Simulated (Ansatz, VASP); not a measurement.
# One calculation of BN, two programs

File INCAR:

```
PREC = Accurate
ENCUT = 520
EDIFF = 1E-6
ISMEAR = 0
SIGMA = 0.05
LREAL = False
LASPH = True
NELM = 60
ALGO = Normal
ISIF = 2
LWAVE = False
LCHARG = False
GGA = PE
NBANDS = 16
```

Contents of KPOINTS:

```
regular mesh
0
Gamma
  12 12 4
```

Contents of POSCAR:

```
BN
1.0
    2.5039917043      0.0000000000      0.0000000000
   -1.2519958522      2.1685204268      0.0000000000
    0.0000000000      0.0000000000      6.6612000000
B N
2 2
Direct
    0.3333333333      0.6666666667      0.2500000000
    0.6666666667      0.3333333333      0.7500000000
    0.1892258598      0.5946129299      0.7500000000
    0.5225591931      0.2612795966      0.2500000000
```

Input for Ansatz:

```yaml
crystal:
  lattice:
    - [2.5039917043, 0.0, 0.0]
    - [-1.2519958522, 2.1685204268, 0.0]
    - [0.0, 0.0, 6.6612]
  atoms:
    - { symbol: B, position: [0.3333333333, 0.6666666667, 0.25] }
    - { symbol: B, position: [0.6666666667, 0.3333333333, 0.75] }
    - { symbol: "N", position: [0.1892258598, 0.5946129299, 0.75] }
    - { symbol: "N", position: [0.5225591931, 0.2612795966, 0.25] }
basis:
  ecutwfc: 420
kpoints:
  mp_grid: { grid: [12, 12, 4] }
hamiltonian:
  xc: pbe
scf:
  occupations: { method: gaussian, width: 0.05 }
output:
  forces: true
  stress: true
  eigenvalues: true
  write_density: true
  write_potential: true
  elf: true
  volumetric_format: npy
```

Change from the starting cell: all N atoms moved +0.312 Å, as atom 3 towards its neighbour atom 2 (B) at 1.446 Å.

Alike in both runs: task single point; functional PBE; k mesh 12 × 12 × 4; occupations gaussian, width 0.05 eV; no spin polarisation.

|  | VASP | Ansatz |
| --- | --- | --- |
| version | VASP 6.6.1 | Ansatz 0.2.0 |
| potentials or method | VASP PAW PBE potentials, release 64 (B, N) | scalar-relativistic, plane waves, PAW |
| plane-wave cutoff (eV) | 520 | 420 |
| valence electrons in the cell | 16 | 16 |

VASP gave:

```
gap on the k mesh at the Fermi level (eV) : 2.08
least direct gap on the mesh (eV)         : 3.48
rms of the force components (eV/Å)        : 10.057
```

Problem. Estimate Ansatz's values.

Solution. gap on the k mesh at the Fermi level (eV): 2.09; least direct gap on the mesh (eV): 3.49; rms of the force components (eV/Å): 9.955.

Atom by atom the forces differ by 0.111 eV/Å (rms over components).

Caveats: forces of over 1 eV/Å show positions far from the minimum, so gaps and moduli don't describe the material at rest. A k mesh can miss the band edges.
